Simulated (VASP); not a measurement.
A run of VASP 6.6.1 is set up as follows.

File INCAR:

```
SYSTEM = GaAs
PREC     = Accurate       ! precision mode
ENCUT    = 600            ! plane-wave cutoff, eV
EDIFF    = 1E-6           ! SCF threshold, eV
ISMEAR   = -1             ! smearing method
SIGMA    = 0.05           ! smearing width, eV
LREAL    = .False.        ! projectors in reciprocal space
LASPH    = .True.         ! aspherical terms in the spheres
NELM     = 80             ! most SCF steps
ALGO     = Normal         ! electronic algorithm
ISIF     = 3              ! what is computed and relaxed
LWAVE    = .False.        ! write WAVECAR
LCHARG   = .False.        ! write CHGCAR
GGA      = PS             ! functional
LUSE_VDW = .True.       
IVDW_NL  = 2            
BPARAM   = 20.0         
CPARAM   = 0.0093       
IBRION   = 2              ! ionic algorithm
NSW      = 60             ! ionic steps
EDIFFG   = -0.01          ! ionic threshold
```

KPOINTS

```
regular mesh
0
Gamma
  8 8 8
  0 0 0
```

The input POSCAR:

```
GaAs
1.0
    0.0000000000      2.8268500000      2.8268500000
    2.8268500000      0.0000000000      2.8268500000
    2.8268500000      2.8268500000      0.0000000000
As Ga
1 1
Direct
    0.7500000000      0.7500000000      0.7500000000
    0.0000000000      0.0000000000      0.0000000000
```

Potentials or basis: VASP PAW PBE potentials, release 64 (As, Ga_d).

Run with:

```console
$ cat potpaw_PBE.64/As/POTCAR potpaw_PBE.64/Ga_d/POTCAR > POTCAR
$ mpirun -np 1 vasp_std > vasp.out
```

Q: Estimate the band gap on the k mesh.

A: 0.45 eV, direct.

Final structure:
```
As Ga
1.0
     0.00000    2.82685    2.82685
     2.82685    0.00000    2.82685
     2.82685    2.82685    0.00000
As Ga
1 1
Direct
  0.75000 0.75000 0.75000
  0.00000 0.00000 0.00000
```

Caveat: the relaxation stopped at its first step, so nothing moved. A k mesh can miss the band edges.
